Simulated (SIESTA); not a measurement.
Crystal: Au.

```
Au
1.0
     0.00000    2.03500    2.03500
     2.03500    0.00000    2.03500
     2.03500    2.03500    0.00000
Au
1
Direct
  0.00000 0.00000 0.00000
```

Base run:

- Program: SIESTA 5.4.2
- Functional: PBEsol
- Potentials or basis: PseudoDojo 0.4 standard (PBEsol files)
- Basis: DZP (energy shift 0.003 Ry; two zetas on semicore shells)
- Grid cutoff: 800 Ry
- Energy shift: 0.003 Ry
- k mesh: 11 × 11 × 11
- Occupations: fermi-dirac, width 0.05 eV
- Spin: no spin polarisation

Its results: band gap on the k mesh none (metal or under the smearing width); pressure 3.2 GPa.

Question: The run is repeated on the same cell with these changes: functional from PBEsol to PBE; potentials or basis from PseudoDojo 0.4 standard (PBEsol files) to PseudoDojo 0.4 standard (PBE files). What comes out?

Answer: Band gap on the k mesh none (metal or under the smearing width); pressure 12.3 GPa.

Caveats: short orbitals over semicore shells can move pressures by several GPa; the basis of atomic orbitals isn't converged, which shifts pressures, moduli and gaps; spin-orbit coupling is left out, which moves the levels of the heavy elements (some runs).
